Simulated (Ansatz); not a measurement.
**Tb (fcc)**

Computed with Ansatz (plane waves, PAW, 500 eV cutoff): r²SCAN, scalar-relativistic, collinear spin, 14×14×14 k-mesh, Gaussian smearing of 0.05 eV. The datasets are Ansatz's generated set soft_2.

```xyz
1
Lattice="0.0000 2.5532 2.5532 2.5532 0.0000 2.5532 2.5532 2.5532 0.0000" Properties=species:S:1:pos:R:3 pbc="T T T"
Tb    0.0000    0.0000    0.0000
```

At room temperature and ambient pressure Tb is hcp.

Magnetic state: ferromagnetic, site spin moments Tb 6.55 μB.

Cell and atoms are those of this level's equilibrium.

Path: Γ–X–U | K–Γ–L–W–X, with Γ = (0.000, 0.000, 0.000), X = (0.500, 0.000, 0.500), U = (0.625, 0.250, 0.625), K = (0.375, 0.375, 0.750), L = (0.500, 0.500, 0.500), W = (0.500, 0.250, 0.750) in reciprocal vectors of the calculation's cell.

Task: Is it a metal or an insulator, and if it has a gap, where are the band edges on this path?

Result: A metal: bands cross the Fermi level.

Bands as a text map, energy in eV from the Fermi level (dashes), each leg drawn with the same width, + spin up, o spin down, # both:
```
  3.71 |++       o   +    ooo+++++ +               + o  
  3.43 | +o   o   oo  ++  +  +    +        o        o   
  3.14 | o o+       o   +   oo   ooo      o       +     
  2.86 |o +  o       o      + ooo   o    o       + o    
  2.57 | o +o         oo + # o   o   ooooo  +++ + o     
  2.29 |  o             o +       o       o+   + o      
  2.00 |  ++                #      o       oo           
  1.71 |oo o   ++        ooo+#ooo####oooo +  oooo     ++
  1.43 |+#oooo#oo##ooooooooooo+++oooo##o##ooooooooooo#oo
  1.14 | +  #      +       +     +     +++o  ooooo  +   
  0.86 |     +      ++   o   +             o      o+    
  0.57 |  +  ooooooooo##oo#       +  ooooo#ooooooo#ooooo
  0.29 |oooooooooooooooo#ooo#oooooo#oo++++ +ooooo#oooooo
  0.00 |---+---o----------o+--------++oooo#o+---------oo
 -0.29 |                 #+                oo++++       
 -0.57 |                o                 o+ o#o#       
 -0.86 |    #ooooooooooo#ooo       ooooooooo##ooo#oooooo
 -1.14 |oooo +      o#++    ooooooo   ooo     +++++o    
 -1.43 |          o#+ +++            o      +     ++#o  
 -1.71 |     o####+ ++   +                 +       + +##
 -2.00 |    o     ++       o        o               +   
 -2.29 |      ++++                        +          +++
 -2.57 |   o +            +        o     +              
 -2.86 |                    o         +++               
 -3.14 |    +                        +                  
 -3.43 |  o                +      o                     
 -3.71 |                     o      +                   
 -4.00 | o                       o                      
        Γ      X      UK       Γ       L       W       X
```

Without a U the open 4f shell is pinned at the Fermi level, an artefact: in the real crystal it splits into occupied and empty levels away from it, and its large orbital moment is missing here. Spin–orbit coupling, which matters for such heavy elements, is left out. The run wasn't fully tested for a lower electronic state. Site moments are of spin, integrated over atomic spheres. No antiparallel order was tried.
